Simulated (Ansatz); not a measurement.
The system is I.

```
I
1.0
     3.63503   -2.39502    0.00000
     3.63503    2.39502    0.00000
     0.00000    0.00000    9.79344
I
4
Direct
  0.64930 0.35070 0.38440
  0.14930 0.85070 0.11560
  0.35070 0.64930 0.61560
  0.85070 0.14930 0.88440
```

Base run:

```yaml
Program: Ansatz 0.2.0
Functional: HSE06 form with a typed share of exact exchange
Potentials_or_basis: Ansatz PAW
Cutoff: "420 eV (not typed: the program's choice for these potentials)"
k_mesh: 4 × 4 × 2
Occupations: fermi-dirac, width 0.05 eV
Spin: no spin polarisation
```

Its results: band gap on the k mesh 2.46 eV, indirect (least direct gap 2.69 eV); pressure 0.9 GPa; largest force 0.242 eV/Å.

**Question.** The run is repeated on the same cell with these changes: screening (1/å) from 0.1 to 0.3. What comes out?

**Answer.** Band gap on the k mesh 1.95 eV, indirect (least direct gap 2.14 eV); pressure 1.1 GPa; largest force 0.370 eV/Å.

Caveats: spin-orbit coupling is left out, which moves the levels of the heavy elements; the PAW data sets come from PBE, with cores solved anew for the run's functional, which leaves a small shift of forces and pressure; the thresholds are loose for stress.

A k mesh can miss the band edges.
